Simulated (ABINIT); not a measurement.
A run of ABINIT 10.8.3 (patched build) is set up as follows.

run.abi

```
# Pseudopotentials
pp_dirpath "./"
pseudos "Ti.GGA_PBE-JTH.xml"

# Structure
acell 3*1.0 Angstrom
rprim
     2.9500000000     0.0000000000     0.0000000000
    -1.4750000000     2.5547749412     0.0000000000
     0.0000000000     0.0000000000     4.6800000000
ntypat 1
znucl 22
natom 2
typat 1 1
xred
     0.6666666667     0.3333333333     0.7500000000
     0.3333333333     0.6666666667     0.2500000000

# Plane-wave basis
ecut 489.804952 eV
pawecutdg 36.0

# k points
kptopt 1
ngkpt 8 8 5
nshiftk 1
shiftk 0.0 0.0 0.0

# Exchange and correlation
ixc -497498
usekden 1
pawxcdev 0

# Bands and occupations
nband 16
occopt 3
tsmear 0.00183747

# SCF cycle
nstep 100
tolvrs 1.0e-7

# Output
iomode 3
prtwf 0
prteig 0
prtebands 0
prtden 1
prtvha 1
prtvclmb 1
prtpot 1
```

Potentials or basis: JTH PAW PBE v2.0.

The run is started by

```sh
$ abinit run.abi > log 2>&1
```

(1) Estimate the pressure.

(2) Predict the band gap on the k mesh.

## Answers

(1) -2.8 GPa.

(2) none (metal or under the smearing width).

Caveat: the PAW data sets were made with another functional, which shifts forces and pressure a little.
